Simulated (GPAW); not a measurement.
A run of GPAW 26.7.0 is set up as follows.

run.py

```python
from ase import Atoms
from ase.dft.bandgap import bandgap
from ase.io import write
from gpaw import GPAW, PW

atoms = Atoms(['Al', 'N'],
              cell=[[0.0, 2.1839935596, 2.1839935596],
                    [2.1839935596, 0.0, 2.1839935596],
                    [2.1839935596, 2.1839935596, 0.0]],
              scaled_positions=[[0.0, 0.0, 0.0],
                                [0.25, 0.25, 0.25]],
              pbc=True)

calc = GPAW(mode=PW(800),
            xc='TB09',
            kpts={'size': (10, 10, 10), 'gamma': True},
            occupations={'name': 'fermi-dirac', 'width': 0.05},
            nbands=11,
            convergence={'density': 1e-05, 'energy': 1e-05},
            eigensolver='cg',
            maxiter=150,
            txt='gpaw.txt')
atoms.calc = calc
energy = atoms.get_potential_energy()
calc.write('gs.gpw')
write('result.traj', atoms)
print('Fermi level:', round(calc.get_fermi_level(), 4), 'eV')
print(f'Gap: {bandgap(calc)[0]:.4f} eV, direct: {bandgap(calc, direct=True)[0]:.4f} eV')
```

Potentials or basis: GPAW PAW data sets for LDA (gpaw-data 1.2.1), pw.

The run is started by

```bash
$ OMP_NUM_THREADS=1 python run.py
```

Question: Predict the band gap on the k mesh.

Answer: 4.97 eV, indirect (least direct gap 5.72 eV).

Caveat: a model potential gives levels but no total energy. A k mesh can miss the band edges.
